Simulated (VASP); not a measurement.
# Nb (Fm-3m) in VASP: single point with PBEsol

Aim: the single point of Nb with PBEsol.

Everything below comes from runs of VASP 6.6.1. Logs are shortened: lines on timing, memory, paths and dates and some standing lists are left out, and cuts for length are marked.

**1. The structure**

It takes space group Fm-3m (No. 225, cubic). The conventional cell has a = 4.170 Å, b = 4.170 Å, c = 4.170 Å, α = 90.00°, β = 90.00°, γ = 90.00°. Nb (site symmetry m-3m) has 12 Nb at 2.95 Å as nearest neighbours.

The cell was built by a generator and needn't be a form met in nature.

**2. Single point, PBEsol**

File INCAR:

```
PREC     = Accurate       # precision mode
ENCUT    = 520            # plane-wave cutoff, eV
EDIFF    = 1E-6           # SCF threshold, eV
ISMEAR   = -1             # smearing method
SIGMA    = 0.13605693000000002 # smearing width, eV
LREAL    = F              # projectors in reciprocal space
LASPH    = T              # aspherical terms in the spheres
NELM     = 80             # most SCF steps
ALGO     = Fast           # electronic algorithm
ISIF     = 2              # what is computed and relaxed
LWAVE    = F              # write WAVECAR
LCHARG   = T              # write CHGCAR
GGA      = PS             # functional
LELF     = T              # ELF
LVHAR    = T            
NBANDS   = 12             # bands
```

File KPOINTS:

```
regular mesh
0
Gamma
  14 14 14
```

File POSCAR:

```
Nb
1.0
    0.0000000000      2.0850027508      2.0850027508
    2.0850027508      0.0000000000      2.0850027508
    2.0850027508      2.0850027508      0.0000000000
Nb
1
Direct
    0.0000000000      0.0000000000      0.0000000000
```

Potentials or basis: VASP PAW PBE potentials, release 64 (Nb_sv).

On the command line:

```sh
$ cat potpaw_PBE.64/Nb_sv/POTCAR > POTCAR
$ mpirun -np 1 vasp_std > vasp.out
```

OUTCAR:

```text
PREC = Accurate
   ENCUT = 520
   EDIFF = 1E-6
   ISMEAR = -1
   LREAL = F
   LASPH = T
   NELM = 80
   ISIF = 2
   GGA = PS

 ion  position               nearest neighbor table
   1  0.000  0.000  0.000-

  LATTYP: Found a face centered cubic cell.
 ALAT       =     4.1700055016

  Lattice vectors:

 A1 = (   0.0000000000,   2.0850027508,   2.0850027508)
 A2 = (   2.0850027508,   0.0000000000,   2.0850027508)
 A3 = (   2.0850027508,   2.0850027508,   0.0000000000)

Analysis of symmetry for initial positions (statically):
=====================================================================
 Subroutine PRICEL returns:
 Original cell was already a primitive cell.

 Routine SETGRP: Setting up the symmetry group for a
 face centered cubic supercell.

 Subroutine GETGRP returns: Found 48 space group operations
 (whereof 48 operations were pure point group operations)
 out of a pool of 48 trial point group operations.

The static configuration has the point symmetry O_h .

Analysis of symmetry for dynamics (positions and initial velocities):
=====================================================================
 Subroutine PRICEL returns:
 Original cell was already a primitive cell.

 Routine SETGRP: Setting up the symmetry group for a
 face centered cubic supercell.

 Subroutine GETGRP returns: Found 48 space group operations
 (whereof 48 operations were pure point group operations)
 out of a pool of 48 trial point group operations.

The dynamic configuration has the point symmetry O_h .

 Subroutine INISYM returns: Found 48 space group operations
 (whereof 48 operations are pure point group operations),
 and found     1 'primitive' translations

----------------------------------------------------------------------------------------

                                     Primitive cell

  volume of cell :      18.1280

  direct lattice vectors                    reciprocal lattice vectors
     0.000000000  2.085002751  2.085002751    -0.239807837  0.239807837  0.239807837
     2.085002751  0.000000000  2.085002751     0.239807837 -0.239807837  0.239807837
     2.085002751  2.085002751  0.000000000     0.239807837  0.239807837 -0.239807837

  length of vectors
     2.948639168  2.948639168  2.948639168     0.415359358  0.415359358  0.415359358

  position of ions in fractional coordinates (direct lattice)
     0.000000000  0.000000000  0.000000000

  ion indices of the primitive-cell ions
   primitive index   ion index
                 1           1

----------------------------------------------------------------------------------------

 KPOINTS: regular mesh

Automatic generation of k-mesh.
 Grid dimensions read from file:
 generate k-points for:   14   14   14

 Generating k-lattice:

  Cartesian coordinates                     Fractional coordinates (reciprocal lattice)
    -0.017129131  0.017129131  0.017129131     0.071428571  0.000000000  0.000000000
     0.017129131 -0.017129131  0.017129131     0.000000000  0.071428571  0.000000000
     0.017129131  0.017129131 -0.017129131     0.000000000  0.000000000  0.071428571

  Length of vectors
     0.029668526  0.029668526  0.029668526

  Shift w.r.t. Gamma in fractional coordinates (k-lattice)
     0.000000000  0.000000000  0.000000000

 Subroutine IBZKPT returns following result:
 ===========================================

 Found    104 irreducible k-points:

 Following reciprocal coordinates:
            Coordinates               Weight
  0.000000  0.000000  0.000000      1.000000
  0.071429  0.000000  0.000000      8.000000
  0.142857  0.000000  0.000000      8.000000
  0.214286  0.000000  0.000000      8.000000
  0.285714  0.000000  0.000000      8.000000
  0.357143  0.000000  0.000000      8.000000
[... 16 lines left out ...]
  0.214286  0.142857  0.000000     24.000000
  0.285714  0.142857  0.000000     24.000000
 [... further k-points ...]
   k-points           NKPTS =    104   k-points in BZ     NKDIM =    104   number of bands    NBANDS=     12
   number of dos      NEDOS =    301   number of ions     NIONS =      1
   total plane-waves  NPLWV =  13824
   dimension x,y,z NGX =    24 NGY =   24 NGZ =   24
   dimension x,y,z NGXF=    48 NGYF=   48 NGZF=   48
   ions per type =               1
   NGX,Y,Z   is equivalent  to a cutoff of  13.53, 13.53, 13.53 a.u.
   NGXF,Y,Z  is equivalent  to a cutoff of  27.06, 27.06, 27.06 a.u.
 SYSTEM =  unknown system
   PREC   = accura    normal or accurate (medium, high low for compatibility)
   ISTART =      0    job   : 0-new  1-cont  2-samecut
   ICHARG =      2    charge: 1-file 2-atom 10-const
   ISPIN  =      1    spin polarized calculation?
   LNONCOLLINEAR =      F non collinear calculations
   LSORBIT =      F    spin-orbit coupling
   LASPH  =      T    aspherical Exc in radial PAW
   ENCUT  =  520.0 eV  38.22 Ry    6.18 a.u.   5.48  5.48  5.48*2*pi/ulx,y,z
   NELM   =     80;   NELMIN=  2; NELMDL= -5     # of ELM steps
   EDIFF  = 0.1E-05   stopping-criterion for ELM
   LREAL  =      F    real-space projection
   EDIFFG = 0.1E-04   stopping-criterion for IOM
   NSW    =      0    number of steps for IOM
   IBRION =     -1    ionic relax: 0-MD 1-quasi-New 2-CG
   NFREE  =      0    steps in history (QN), initial steepest desc. (CG)
   ISIF   =      2    stress and relaxation
   ISYM   =      2    0-nonsym 1-usesym 2-fastsym
   POTIM  = 0.5000    time-step for ionic-motion
   TEBEG  =    0.0;   TEEND  =   0.0 temperature during run
   PSTRESS=    0.0 pullay stress
   NELECT =      13.0000    total number of electrons
   NUPDOWN=      -1.0000    fix difference up-down
   EMIN   =  10.00;   EMAX   =-10.00  energy-range for DOS
   EFERMI =   0.00;   METHOD = LEGACY
   ISMEAR =    -1;   SIGMA  =   0.14  broadening in eV -4-tet -1-fermi 0-gaus
   EFERMI_NEDOS =   21; number of points for ismear=-14 and -15
   IALGO  =     68    algorithm
   IMIX   =      4    mixing-type and parameters
     AMIX     =   0.40;   BMIX     =  1.00
     AMIX_MAG =   1.60;   BMIX_MAG =  1.00
  volume/ion in A,a.u.               =      18.13       122.33
  Fermi-wavevector in a.u.,A,eV,Ry     =   1.465343  2.769097 29.214842  2.147230
  Thomas-Fermi vector in A             =   2.581211
   LORBIT       =      0    0 simple, 1 ext, 2 COOP (PROOUT), +10 PAW based schemes
   GGA     = PS    functional components
   LHFCALC =     F    Hartree Fock is set to
   AEXX    =    0.0000 exact exchange contribution
   IVDW    =     0    specifies the selected vdW correction
   LEPSILON=     F    determine dielectric tensor
   LRPA    =     F    only Hartree local field effects (RPA)
 non-spin polarized calculation
 RMM-DIIS sequential band-by-band and
  energy-cutoff  :      520.00
  volume of cell :       18.13
 maximum number of plane-waves:       531
 NGX is ok and might be reduce to    24
   NGX = 11   NGY = 11   NGZ = 11

 number of electron      13.0000000 magnetization

 Free energy of the ion-electron system (eV)
  ---------------------------------------------------
  ext. energy  EPLUGINS =         0.00000000
  ---------------------------------------------------
  free energy    TOTEN  =       -10.65179882 eV

  energy without entropy =      -10.56233815  energy(sigma->0) =      -10.60706849

 E-fermi :  11.3259     XC(G=0): -12.5971

 val. band max:       11.3056688904   @ k =   0.3571   0.1429   0.0714
 cond. band min:      11.3416635901   @ k =  -0.3571   0.2143   0.0714
 fundamental gap:      0.0359946998
 Fermi energy:        11.3259175103

 k-point     1 :       0.0000    0.0000    0.0000
  band No.  band energies     occupation
      1     -43.3247      2.00000
      2     -18.6640      2.00000
      3     -18.6640      2.00000
      4     -18.6640      2.00000
      5       4.9856      2.00000
      6      11.4044      0.71925
      7      11.4044      0.71925
      8      11.4044      0.71925
      9      14.1281      0.00000
     10      14.1281      0.00000
     11      23.1868      0.00000
     12      28.0808      0.00000

 k-point     2 :       0.0714    0.0000    0.0000
  band No.  band energies     occupation
      1     -43.3138      2.00000
      2     -18.7352      2.00000
      3     -18.6727      2.00000
      4     -18.6727      2.00000
      5       5.1838      2.00000
      6      11.2499      1.27242
      7      11.4955      0.44657
      8      11.4955      0.44657
      9      14.0451      0.00000
     10      14.0451      0.00000
     11      23.5871      0.00000
     12      27.2944      0.00000

 k-point     3 :       0.1429    0.0000    0.0000
  band No.  band energies     occupation
      1     -43.2831      2.00000
      2     -18.9317      2.00000
      3     -18.6970      2.00000
      4     -18.6970      2.00000
      5       5.7332      2.00000
      6      10.8961      1.91854
      7      11.7050      0.11612
      8      11.7050      0.11612
      9      13.9006      0.00000
     10      13.9006      0.00000
     11      24.5346      0.00000
     12      26.0313      0.00000

 k-point     4 :       0.2143    0.0000    0.0000
  band No.  band energies     occupation
      1     -43.2384      2.00000
      2     -19.2082      2.00000
      3     -18.7319      2.00000
      4     -18.7319      2.00000
      5       6.4777      2.00000
      6      10.6098      1.98970
      7      11.8232      0.05040
      8      11.8232      0.05040
      9      13.9843      0.00000
     10      13.9843      0.00000
     11      24.2331      0.00000
     12      26.3751      0.00000

 k-point     5 :       0.2857    0.0000    0.0000
  band No.  band energies     occupation
      1     -43.1882      2.00000
      2     -19.5056      2.00000
      3     -18.7703      2.00000
      4     -18.7703      2.00000
      5       7.1054      2.00000
      6      10.7407      1.97326
      7      11.6937      0.12557
      8      11.6937      0.12557
      9      14.4965      0.00000
     10      14.4965      0.00000
     11      23.2328      0.00000
     12      26.8110      0.00000
[... 228 lines left out ...]
      1     -43.2963      2.00000
      2     -18.8327      2.00000
      3     -18.7134      2.00000
      4     -18.6753      2.00000
      5       5.5010      2.00000
      6      10.9975      1.83580
      7      11.6259      0.19860
      8      11.6695      0.14824
      9      13.7311      0.00000
     10      14.1418      0.00000
     11      24.2057      0.00000
     12      26.6601      0.00000

 k-point    22 :       0.1429    0.1429    0.0000
  band No.  band energies     occupation
      1     -43.2693      2.00000
      2     -18.9235      2.00000
      3     -18.7558      2.00000
      4     -18.7558      2.00000
      5       5.9817      2.00000
      6      10.4683      1.99635
      7      12.0367      0.01071
      8      12.0367      0.01071
      9      13.0138      0.00001
     10      14.4590      0.00000
     11      25.1866      0.00000
     12      27.0695      0.00000

 k-point    23 :       0.2143    0.1429    0.0000
  band No.  band energies     occupation
      1     -43.2359      2.00000
      2     -19.1026      2.00000
      3     -18.8007      2.00000
      4     -18.7900      2.00000
      5       6.5605      2.00000
      6      10.0913      1.99977
      7      12.0812      0.00774
      8      12.3307      0.00124
      9      12.9308      0.00002
     10      14.6385      0.00000
     11      26.0924      0.00000
     12      26.5139      0.00000

 k-point    24 :       0.2857    0.1429    0.0000
  band No.  band energies     occupation
      1     -43.1922      2.00000
      2     -19.3463      2.00000
      3     -18.8445      2.00000
      4     -18.8313      2.00000
      5       7.2608      2.00000
      6       9.8657      1.99996
      7      11.5821      0.26408
      8      12.4322      0.00059
      9      13.6895      0.00000
     10      15.0198      0.00000
     11      25.1175      0.00000
     12      27.4553      0.00000

 [... further k-points ...]

------------------------ aborting loop because EDIFF is reached ----------------------------------------

  FORCE on cell =-STRESS in cart. coord.  units (eV):
  Direction    XX          YY          ZZ          XY          YZ          ZX
  --------------------------------------------------------------------------------------
  -------------------------------------------------------------------------------------
  Total       -0.0082139     -0.0082139     -0.0082139      0.0000000     -0.0000000      0.0000000
  in kB       -0.7259530     -0.7259530     -0.7259530      0.0000000     -0.0000000      0.0000000
  external PRESSURE =      -0.7259530 kB  Pullay stress =       0.0000000 kB

 VOLUME and BASIS-vectors are now :
 -----------------------------------------------------------------------------
  energy-cutoff  :      520.00
  volume of cell :       18.13
      direct lattice vectors                 reciprocal lattice vectors
     0.000000000  2.085002751  2.085002751    -0.239807837  0.239807837  0.239807837
     2.085002751  0.000000000  2.085002751     0.239807837 -0.239807837  0.239807837
     2.085002751  2.085002751  0.000000000     0.239807837  0.239807837 -0.239807837

 POSITION                                       TOTAL-FORCE (eV/Angst)
 -----------------------------------------------------------------------------------
      0.00000      0.00000      0.00000        -0.000000     -0.000000     -0.000000
 -----------------------------------------------------------------------------------
    total drift:                                0.000000      0.000000     -0.000000

  FREE ENERGIE OF THE ION-ELECTRON SYSTEM (eV)
  ---------------------------------------------------
  free  energy   TOTEN  =       -10.6517988240 eV

  energy  without entropy=      -10.5623381494  energy(sigma->0) =      -10.60706849
```

Wall time 17 s (1 thread of Intel Xeon 6975P-C (Granite Rapids), shared host); peak memory 0.15 GiB.

What came out:

* Free energy: -10.6518 eV
* Pressure: -0.1 GPa
* Band gap on the k mesh: none (metal or under the smearing width)

Levels at points of the mesh, in eV from the Fermi level:
| k point | band 2 | band 3 | band 4 | band 5 | band 6 | band 7 | band 8 | band 9 | band 10 | band 11 |
| --- | --- | --- | --- | --- | --- | --- | --- | --- | --- | --- |
| (0.00, 0.00, 0.00) | -29.99 | -29.99 | -29.99 | -6.34 | 0.08 | 0.08 | 0.08 | 2.80 | 2.80 | 11.86 |
| (0.50, 0.00, 0.00) | -31.33 | -30.16 | -30.16 | -3.99 | -0.13 | -0.13 | 1.49 | 4.89 | 4.89 | 10.93 |
| (0.50, 0.50, 0.00) | -31.24 | -30.46 | -30.46 | -4.27 | -3.50 | 3.78 | 4.86 | 5.49 | 5.49 | 11.50 |

Caveat: the PAW data sets were made with another functional, which shifts forces and pressure a little.
